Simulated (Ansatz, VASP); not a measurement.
# KBr in VASP and in Ansatz

INCAR

```
PREC     = Accurate       # precision mode
ENCUT    = 520            # plane-wave cutoff, eV
EDIFF    = 1E-6           # SCF threshold, eV
ISMEAR   = 0              # smearing method
SIGMA    = 0.02           # smearing width, eV
LREAL    = False          # projectors in reciprocal space
LASPH    = True           # aspherical terms in the spheres
NELM     = 60             # most SCF steps
ALGO     = Normal         # electronic algorithm
ISIF     = 2              # what is computed and relaxed
LWAVE    = False          # write WAVECAR
LCHARG   = False          # write CHGCAR
GGA      = PE             # functional
NBANDS   = 15             # bands
```

The input KPOINTS:

```
Automatic mesh
0
Gamma
  6 6 6
```

File POSCAR:

```
KBr
1.0
   -0.2634000000      3.4225866750      3.4225866750
    3.1591866750      0.0000000000      3.1591866750
    3.1591866750      3.1591866750      0.0000000000
K Br
1 1
Direct
    0.0000000000      0.0000000000      0.0000000000
    0.5000000000      0.5000000000      0.5000000000
```

Input for Ansatz:

```yaml
crystal:
  lattice:
    - [-0.2634, 3.422586675, 3.422586675]
    - [3.159186675, 0.0, 3.159186675]
    - [3.159186675, 3.159186675, 0.0]
  atoms:
    - { symbol: K, position: [0.0, 0.0, 0.0] }
    - { symbol: Br, position: [0.5, 0.5, 0.5] }
basis:
  ecutwfc: 420
kpoints:
  mp_grid: { grid: [6, 6, 6] }
hamiltonian:
  xc: pbe
scf:
  occupations: { method: gaussian, width: 0.02 }
output:
  forces: true
  stress: true
  eigenvalues: true
```

Alike in both runs: task single point; functional PBE; k mesh 6 × 6 × 6; occupations gaussian, width 0.02 eV; no spin polarisation.

|  | VASP | Ansatz |
| --- | --- | --- |
| version | VASP 6.6.1 | Ansatz 0.2.0 |
| potentials or method | VASP PAW PBE potentials, release 64 (K_sv, Br) | scalar-relativistic, plane waves, PAW |
| plane-wave cutoff (eV) | 520 | 420 |
| valence electrons in the cell | 16 | 16 |

Ansatz gave:

| Item | Value |
| --- | --- |
| gap on the k mesh at the Fermi level (eV) | 4.29 |
| least direct gap on the mesh (eV) | 4.29 |
| pressure (GPa) | 0.8 |
| largest component of the traceless stress (GPa) | 0.50 |

**Question.** Which values does VASP return?

**Answer.** gap on the k mesh at the Fermi level (eV): 4.29; least direct gap on the mesh (eV): 4.29; pressure (GPa): 0.9; largest component of the traceless stress (GPa): 0.49.
